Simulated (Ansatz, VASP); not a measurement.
**C: VASP beside Ansatz**

Wanted: the spread between two codes on one cell, functional and k mesh. The structure shown is the start of the Ansatz relaxation below; VASP solves that cell, so the two are compared at the walk's first step.

Calculated with Ansatz 0.2.0; plane waves, with VASP 6.6.1 beside it; single point at PBE.

### 1. Set-up

The cell holds 2 atoms: 2 C. Its edges and angles: a = 2.470 Å, b = 2.470 Å, c = 23.868 Å, α = 90.0°, β = 90.0°, γ = 60.0°. It derives from C. As first built, before any earlier steps moved the atoms (in the runner's words): one layer cut from layered C (space group P6_3mc). Vacuum lies along c. The height across the vacuum is the one that the program set for its solve, not the one typed.

### 2. Ansatz: relaxation, PBE

Ansatz runs on its default PAW (the set named soft_2) files.

The two programs are compared at the cell with which this relaxation starts, whose forces are those of its first step.

The input, input.yaml:

```yaml
crystal:
  lattice:
    - [2.47, 0.0, 0.0]
    - [1.235, 2.13908275, 0.0]
    - [0.0, 0.0, 16.03395]
  atoms:
    - { symbol: C, position: [0.0, 0.0, 0.49894131] }
    - { symbol: C, position: [0.66666667, 0.66666667, 0.50105869] }
  periodic: [true, true, false]
kpoints:
  mp_grid: { grid: [10, 10, 1] }
scf:
  occupations: { method: fermi_dirac, width: 0.05 }
hamiltonian:
  xc: pbe
  pseudopotentials: { kind: paw }
output:
  forces: true
  stress: true
relax:
  f_tol: 0.02
  max_steps: 50
  cell: {}
```

The run is started by

```sh
$ ansatz run input.yaml --threads 4 --pin off --max-ram 8192MiB --backend cpu --events-out ev --progress --plain --runs-dir out
```

Numbers of over 12 decimals in the logs are rounded to 6 here.

What it wrote:

```text
Warning: crystal.periodic: the lattice vector that does not repeat stood 0.000° off the slab's normal, 16.034 Å along it as the deck builds it. The run solves the slab on a vector along the normal, 23.868 Å long, with every atom where it was (on the deck's vector they left 16.00 Å outside them, and the widest stretch free of ions among them is 0.03 Å). A fractional position that the run reports is one of the run's ce [...]
crystal.periodic: the lattice vector that does not repeat stood 0.000° off the slab's normal, 16.034 Å along it as the deck builds it. The run solves the slab on a vector along the normal, 23.868 Å long, with every atom where it was (on the deck's vector they left 16.00 Å outside them, and the widest stretch free of ions among them is 0.03 Å). A fractional position that the run reports is one of the run's cell, which [...]
Engine: ansatz 0.2.0, aarch64-unknown-linux-gnu
Pseudopotentials: kind: paw
Pseudopotential: C, paw, valence charge 4, recommended cutoff 420 eV (normal), C.paw.azcp
Functional definition: PBE
  parameter kappa = 0.804
  parameter beta = 0.066725
  exchange = pbe_x(kappa = kappa, mu = beta*pi^2/3)
  correlation = pbe_c(beta = beta)
Crystal: 2 atoms, lattice volume = 126.107 Å³
Basis set: ecut = 420 eV, 2365 PW (Γ), exchange–correlation on 36×36×320 points (8 copies of the dense FFT grid, shifted against one another)
Bands: 8, of which v1, the nominal top of the filled ones, is band 4 counted from 1 (3 counted from 0)
Symmetry: 12 space group operations
Space group: P-3m1 (ITA 164), of the structure as read, at distance tolerance 5.0e-5 Å
k-points: 14 of 100
Non-local potential: C, projectors of the file, l = 0: 2, l = 1: 2, l = 2: 1
PAW form: soft (Blöchl's): semilocal exchange-correlation on the pseudo side does not see the compensation charge
PAW one-centre angular grid: C, 110 points (default); XC on 64 Gauss nodes
Initial density: superposition of atomic densities (neutral atoms: chi_scale 0, normalization atom), corrected by the library's trained network
Initial wavefunctions: pseudopotential atomic-orbital guess
Functional: x = pbe(κ = 0.804, μ = 0.219515), c = pbe(β = 0.066725)
SCF iter   1: F=—  HF=-501.880021 eV  |F-HF|=—  |Δ(HF+E_count)|=         —  Δρ=1.61e-3  dr2=2.84e-3  ethr=1.77e-3  ⟨swp⟩=8.2  Hψ=1091  notcnv=0
preconditioner: auto → none  [insulator: Δε(μ)=2.021 eV  Ē_g=16.243 eV  σ=0.050 eV  W_gap=1.00  n_scr=12 (ndim 8)  ℏωp=9.4 eV  f_vac=0.814  D(μ)=0.00/eV (n_scr^D=0)  ε∞_Penn≈1.3]
SCF iter   2: F=—  HF=-501.879536 eV  |F-HF|=—  |Δ(HF+E_count)|=   4.86e-4  Δρ=7.46e-4  dr2=3.49e-4  ethr=3.55e-5  ⟨swp⟩=2.9  Hψ=350  notcnv=0
SCF iter   3: F=—  HF=-501.879711 eV  |F-HF|=—  |Δ(HF+E_count)|=   1.75e-4  Δρ=1.44e-4  dr2=8.80e-6  ethr=4.36e-6  ⟨swp⟩=3.9  Hψ=265  notcnv=0
SCF iter   4: F=—  HF=-501.879813 eV  |F-HF|=—  |Δ(HF+E_count)|=   1.02e-4  Δρ=2.56e-5  dr2=6.23e-7  ethr=1.10e-7  ⟨swp⟩=3.6  Hψ=284  notcnv=0
iter 5 did not close the SCF: its close was put off for the readings that it lacked (scf_convergence_deferred on its scf_iter line)
SCF iter   5: F=-501.879815 eV  HF=-501.879815 eV  |F-HF|=2.59e-8  |Δ(HF+E_count)|=   2.47e-6  Δρ=4.07e-6  dr2=1.38e-8  ethr=7.79e-9  ⟨swp⟩=3.4  Hψ=261  notcnv=0
SCF iter   6: F=-501.879815 eV  HF=-501.879815 eV  |F-HF|=5.46e-11  |Δ(HF+E_count)|=   2.85e-8  Δρ=2.69e-7  dr2=5.89e-11  ethr=1.72e-10  ⟨swp⟩=3.2  Hψ=484  notcnv=0
SCF 1 converged in 6 iterations: F = -501.879815 eV  dr2 = 5.89e-11
  greatest PAW one-centre occupation: 0.671 electrons in one spin orbital (limit 2), on the C atom at site 1 (counted from 0), in its partial waves of l = 0
relax step   1: F+E_penalty+E_count = -501.87981515 eV  Δ(F+E_penalty+E_count) = +0.000e0 eV  max|allowed force component| = 5.715e-1 eV/Å  Δτ_max = 0.0000 Å  P = -0.615 N/m  Ω = 126.107 Å³  fix = [c, alpha, beta]  reactions: c -0.000 N/m  (6 SCF iters, dr2 threshold 1.00e-7 eV, accepted)
[...]
relax step   2: F+E_penalty+E_count = -501.88864803 eV  Δ(F+E_penalty+E_count) = -8.833e-3 eV  max|allowed force component| = 1.869e-1 eV/Å  Δτ_max = 0.0225 Å  P = -0.460 N/m  Ω = 126.014 Å³  energy of the carried Pulay correction = +4.173e-5 eV  fix = [c, alpha, beta]  reactions: c -0.000 N/m  (6 SCF iters, dr2 threshold 2.00e-7 eV, accepted)
[...]
relax step   3: F+E_penalty+E_count = -501.88998411 eV  Δ(F+E_penalty+E_count) = -1.336e-3 eV  max|allowed force component| = 2.426e-3 eV/Å  Δτ_max = 0.0056 Å  P = +0.325 N/m  Ω = 125.543 Å³  energy of the carried Pulay correction = +2.543e-4 eV  fix = [c, alpha, beta]  reactions: c +0.000 N/m  (4 SCF iters, dr2 threshold 2.00e-7 eV, accepted)
[...]
relax step   4: F+E_penalty+E_count = -501.88997565 eV  Δ(F+E_penalty+E_count) = +8.461e-6 eV  max|allowed force component| = 1.191e-4 eV/Å  Δτ_max = 0.0001 Å  P = -0.012 N/m  Ω = 125.744 Å³  energy of the carried Pulay correction = +1.637e-4 eV  fix = [c, alpha, beta]  reactions: c -0.000 N/m  (3 SCF iters, dr2 threshold 2.00e-7 eV, accepted)
[...]
relax step   5: F+E_penalty+E_count = -501.88982847 eV  Δ(F+E_penalty+E_count) = +1.472e-4 eV  max|allowed force component| = 1.217e-4 eV/Å  Δτ_max = 0.0000 Å  P = -0.017 N/m  Ω = 125.744 Å³  fix = [c, alpha, beta]  reactions: c -0.000 N/m  stress off target by 1.71e-2 N/m on what of the cell is left free  SCF on the basis re-selected at this cell (its energy is not comparable with the rows above)  (4 SCF iters)
basis re-selected at this cell: Δ(F+E_penalty+E_count) = +1.472e-4 eV, ΔP = -0.006 N/m vs the last step (what re-selecting the basis moved, of the pressure what is left beyond the Pulay correction that the steps carried, after the strain that the cell walked since its last selection, with what the two solves' SCF thresholds leave and, on support functions, any second-order correction that the steps lacked; it is no m [...]
SCF converged after 4 iterations
Free energy (F): -501.889828 eV
Harris-Foulkes:  -501.889828 eV  (|F-HF|=3.13e-12)
Internal energy: -501.889828 eV  (E = F + TS)
E sigma→0 (E₀):  -501.889828 eV
Fermi energy:    -4.253787 eV
--- Per-component energies (eV) ---
  E_band       = -107.165243
  E_kinetic    = 181.597619
  E_local      = -6158.972615  (includes V_loc(G=0)·N_el)
  E_nonlocal   = 54.567291
  E_hartree    = 2973.984807
  E_xc         = -95.914531
  E_vxc        = -118.733161  (∫ρ·V_xc dr)
  E_paw        = -198.677169  (= ΣΔE_a)
  E_vpaw       = -13.594024  (= ΣTr[D̂ρ^β])
  E_aug_tail   = 0.000015  (compensation charges beyond the density's cutoff)
  E_ewald      = 2741.524753
  E_smearing   = -0.000000  (= −TS)
  E_closure    = -0.000000  (closes the sum)
  Σ components = -501.889828   (vs F -501.889828, Δ=0.00e0)
--- Forces (eV/Å), atoms counted from 1 ---
  atom   1  C     -0.00000000    -0.00000000    -0.00012165
  atom   2  C     -0.00000000     0.00000000     0.00012165
  max |Σ_I F_I| component: 7.40e-17 eV/Å
--- 2D stress c σ (N/m, compression-positive) ---
       -0.017058      -0.000000      -0.000000
       -0.000000      -0.017058       0.000000
       -0.000000       0.000000      -0.000000
  P = ½ c Tr σ = -0.0171 N/m
--- Relaxed structure (4 steps of the walk, 4 accepted, 1 SCFs on fresh bases) ---
  F+E_penalty+E_count = -501.88982847 eV   max|allowed force component| = 1.217e-4 eV/Å   (the final SCF, on the basis selected at the relaxed cell)
  cell:  # Å, volume = 125.7437 Å³
    - [2.466441, 0.0, 0]
    - [1.233220, 2.136001, 0]
    - [0, 0, 23.867900]
  atoms:
    - { symbol: C, position: [-5.887036584750134e-17, -1.503427026299576e-17, 0.335890] }
    - { symbol: C, position: [0.666667, 0.666667, 0.335889] }
```

Reading the cycles: dr2 is the Hartree energy of the density residual (eV), the measure of convergence; HF is the Harris–Foulkes estimate of the energy, which meets the free energy F at convergence.

### 3. VASP: single point, PBE, start cell

The same cell, functional, mesh and smearing now go to VASP, with its own data sets.

Lines of VASP's logs that name or quote its potential files are left out, and so is its time.

The input, INCAR:

```
SYSTEM = C
PREC = Accurate
ENCUT = 520
EDIFF = 1E-06
NELM = 120
ISMEAR = -1
SIGMA = 0.05
LREAL = .FALSE.
ALGO = Normal
GGA = PE
NBANDS = 10
LORBIT = 11
LWAVE = .FALSE.
LCHARG = .FALSE.
ISIF = 2
LDIPOL = .TRUE.
IDIPOL = 3
DIPOL = 0.5 0.5 0.336
LVHAR = .TRUE.
LASPH = .TRUE.
GGA_COMPAT = .FALSE.
EFERMI = MIDGAP
NELMDL = -8
```

The input, POSCAR:

```
C
1.0
    2.4700000000      0.0000000000      0.0000000000
    1.2350000000      2.1390830000      0.0000000000
    0.0000000000      0.0000000000     23.8679000000
C
2
Direct
    0.0000000000      0.0000000000      0.3351782101
    0.6666667446      0.6666665108      0.3366006226
```

The input, KPOINTS:

```
Automatic mesh
0
Gamma
10 10 1
0 0 0
```

Potentials, in the order of the species: C (PBE family, release 64).

The run is started by

```sh
$ mpirun -np 1 vasp_std
```

What it wrote:

```text
[banner, memory and clock lines left out]
running    1 mpi-ranks, on    1 nodes
 distrk:  each k-point on    1 cores,    1 groups
 distr:  one band on    1 cores,    1 groups

 POSCAR found type information on POSCAR C
 POSCAR found :  1 types and       2 ions
 LDA part: xc-table for (Slater+PW92), standard interpolation
 POSCAR, INCAR and KPOINTS ok, starting setup
 FFT: planning ... GRIDC
 FFT: planning ... GRID_SOFT
 FFT: planning ... GRID
 WAVECAR not read
 entering main loop
       N       E                     dE             d eps       ncg     rms          rms(c)
DAV:   1     0.545785145201E+02    0.54579E+02   -0.32986E+03   288   0.574E+02
DAV:   2    -0.144735868413E+02   -0.69052E+02   -0.59330E+02   402   0.116E+02
DAV:   3    -0.196440443410E+02   -0.51705E+01   -0.51677E+01   396   0.442E+01
DAV:   4    -0.196968642659E+02   -0.52820E-01   -0.52804E-01   446   0.465E+00
DAV:   5    -0.196976166312E+02   -0.75237E-03   -0.75227E-03   430   0.388E-01
DAV:   6    -0.196976171877E+02   -0.55645E-06   -0.55642E-06   434   0.139E-02
DAV:   7    -0.196976171958E+02   -0.81561E-08   -0.81517E-08   396   0.114E-03
DAV:   8    -0.196976171963E+02   -0.50341E-09   -0.54246E-09   466   0.199E-04    0.626E+00
DAV:   9    -0.188012015470E+02    0.89642E+00   -0.81455E-01   356   0.538E+00    0.369E+00
DAV:  10    -0.184540947665E+02    0.34711E+00   -0.11118E+00   418   0.617E+00    0.955E-01
DAV:  11    -0.184479305576E+02    0.61642E-02   -0.30708E-02   378   0.983E-01    0.107E-01
DAV:  12    -0.184471783881E+02    0.75217E-03   -0.45577E-04   426   0.127E-01    0.762E-02
DAV:  13    -0.184447295424E+02    0.24488E-02   -0.29997E-03   358   0.229E-01    0.474E-02
DAV:  14    -0.184453998455E+02   -0.67030E-03   -0.17824E-04   354   0.693E-02    0.508E-02
DAV:  15    -0.184454972147E+02   -0.97369E-04   -0.14895E-04   322   0.542E-02    0.221E-02
DAV:  16    -0.184461078758E+02   -0.61066E-03   -0.54772E-05   348   0.313E-02    0.715E-03
DAV:  17    -0.184464174511E+02   -0.30958E-03   -0.33696E-05   340   0.194E-02    0.738E-03
DAV:  18    -0.184465641635E+02   -0.14671E-03   -0.13695E-05   336   0.135E-02    0.270E-03
DAV:  19    -0.184465746543E+02   -0.10491E-04   -0.16650E-07   384   0.259E-03    0.160E-03
DAV:  20    -0.184465862062E+02   -0.11552E-04   -0.17037E-07   320   0.186E-03    0.252E-04
DAV:  21    -0.184465887298E+02   -0.25236E-05   -0.19778E-08   328   0.559E-04    0.194E-04
DAV:  22    -0.184465893660E+02   -0.63620E-06   -0.52505E-09   308   0.267E-04
   1 F= -.18446589E+02 E0= -.18446589E+02  d E =-.418733E-09
```

From OUTCAR (step 3):

```text
ion  position               nearest neighbor table
   1  0.000  0.000  0.335-   2 1.43   2 1.43   2 1.43
   2  0.667  0.667  0.337-   1 1.43   1 1.43   1 1.43

  LATTYP: Found a hexagonal cell.
 ALAT       =     2.4700002188
 C/A-ratio  =     9.6631165529

 Subroutine GETGRP returns: Found 12 space group operations
 (whereof  6 operations were pure point group operations)

The static configuration has the point symmetry C_3v.
 The point group associated with its full space group is D_3d.

 Found     14 irreducible k-points:

   k-points           NKPTS =     14   k-points in BZ     NKDIM =     14   number of bands    NBANDS=     10

   dimension x,y,z NGX =    18 NGY =   18 NGZ =  180
   dimension x,y,z NGXF=    36 NGYF=   36 NGZF=  360

   ENCUT  =  520.0 eV  38.22 Ry    6.18 a.u.   4.59  4.59 44.38*2*pi/ulx,y,z

   NELECT =       8.0000    total number of electrons

 k-points in reciprocal lattice and weights: Automatic mesh
   0.00000000  0.00000000  0.00000000       0.010
   0.10000000  0.00000000  0.00000000       0.060
   0.20000000  0.00000000  0.00000000       0.060
   0.30000000  0.00000000  0.00000000       0.060
   0.40000000  0.00000000  0.00000000       0.060
   0.50000000  0.00000000  0.00000000       0.030
   0.20000000  0.10000000  0.00000000       0.060
   0.30000000  0.10000000  0.00000000       0.120
   0.40000000  0.10000000  0.00000000       0.120
[...]
-0.40000000  0.20000000  0.00000000       0.060
  -0.40000000  0.30000000  0.00000000       0.060

 dipolmoment           0.000000      0.000000      0.000003 electrons x Angstroem

 average (electrostatic) potential at core
       1 -58.4577       2 -58.4577

 E-fermi :  -3.0133

 k-point     1 :       0.0000    0.0000    0.0000
  band No.  band energies     occupation
      1     -22.4837      2.00000
      2     -10.5851      2.00000
      3      -6.0415      2.00000
      4      -6.0415      2.00000
      5       0.2674      0.00000
      6       1.0481      0.00000
      7       1.3183      0.00000
      8       1.8939      0.00000
      9       2.2624      0.00000
    ...

 k-point     2 :       0.1000    0.0000    0.0000
  band No.  band energies     occupation
      1     -22.2483      2.00000
      2     -10.3048      2.00000
      3      -6.9580      2.00000
      4      -6.5123      2.00000
      5       0.5865      0.00000
      6       1.3722      0.00000
      7       1.6465      0.00000
      8       2.2201      0.00000
      9       2.5879      0.00000
    ...

 k-point     3 :       0.2000    0.0000    0.0000
  band No.  band energies     occupation
      1     -21.5455      2.00000
      2      -9.4789      2.00000
      3      -9.1303      2.00000
      4      -7.5224      2.00000
      5       1.5417      0.00000
      6       2.3411      0.00000
      7       2.6309      0.00000
      8       3.1966      0.00000
      9       3.5620      0.00000
    ...

  Total       -0.1253003     -0.1253003     -0.0297122      0.0000000      0.0000000      0.0000000
  in kB       -1.5919296     -1.5919299     -0.3774916      0.0000000      0.0000000      0.0000000
  external PRESSURE =      -1.1871170 kB  Pullay stress =       0.0000000 kB

  energy-cutoff  :      520.00
  volume of cell :      126.11
      direct lattice vectors                 reciprocal lattice vectors
     2.470000000  0.000000000  0.000000000     0.404858300 -0.233745021  0.000000000
     1.235000000  2.139083000  0.000000000     0.000000000  0.467490041  0.000000000
     0.000000000  0.000000000 23.867900000     0.000000000  0.000000000  0.041897276

 POSITION                                       TOTAL-FORCE (eV/Angst)
 -----------------------------------------------------------------------------------
      0.00000      0.00000      8.00000         0.000000      0.000000      0.569494
      2.47000      1.42605      8.03395        -0.000000      0.000000     -0.569494
 -----------------------------------------------------------------------------------
    total drift:                                0.000000      0.000063      0.000034

  FREE ENERGIE OF THE ION-ELECTRON SYSTEM (eV)
  ---------------------------------------------------
  free  energy   TOTEN  =       -18.4465893660 eV

  energy  without entropy=      -18.4465893656  energy(sigma->0) =      -18.44658937

 vacuum level on the upper side and lower side of the slab         1.257         1.257

 total charge
# of ion       s       p       d       tot
------------------------------------------
    1        0.862   1.781   0.000   2.642
    2        0.862   1.781   0.000   2.642
--------------------------------------------------
tot          1.723   3.561   0.000   5.284

[... 3 further parts left out ...]
```

### 4. Side by side

Known differences besides the potentials themselves: Ansatz cuts the interaction across the vacuum, VASP repeats the sheet with a dipole correction; the cutoff is 420 eV in Ansatz and 520 eV in VASP. Total energies have different zeros and are not compared.

Forces (eV/Å; atoms numbered as in POSCAR):

| atom | Ansatz x, y, z | VASP x, y, z |
| --- | --- | --- |
| C1 | 0.000, 0.000, 0.572 | 0.000, 0.000, 0.569 |
| C2 | 0.000, 0.000, -0.572 | 0.000, 0.000, -0.569 |

The forces differ by 1.2 meV/Å r.m.s., which is 0.4 % of the r.m.s. force of 0.329 eV/Å (both taken over all components). With vacuum in the cell, a pressure given here is an average over mostly empty space and none of the material.

### 5. Outcome

```json
{"r.m.s. force difference (single point, PBE, start cell)": "0.35 % of the r.m.s. force"}
```

What this shows: The r.m.s. force difference is 0.35 % of the r.m.s. force (single point, PBE, start cell), within the 3 % picked in this series as the mark of a large difference. 1 further run of this series is not shown here. How closely two codes agree says nothing of how well the functional describes the real material.

[Lines on the potential files, build, host, timing and source positions are cut from VASP's logs without a mark.]

[Logs are printed without paths, hosts, clocks, repeated set-up lines and the standing remarks that a program may print on its own settings, such as how far it seeks lower states.]

[Hosts, paths, dates, database ids (printed as entryN), source tags and the programs' standing remarks are cut or masked in the printed files.]
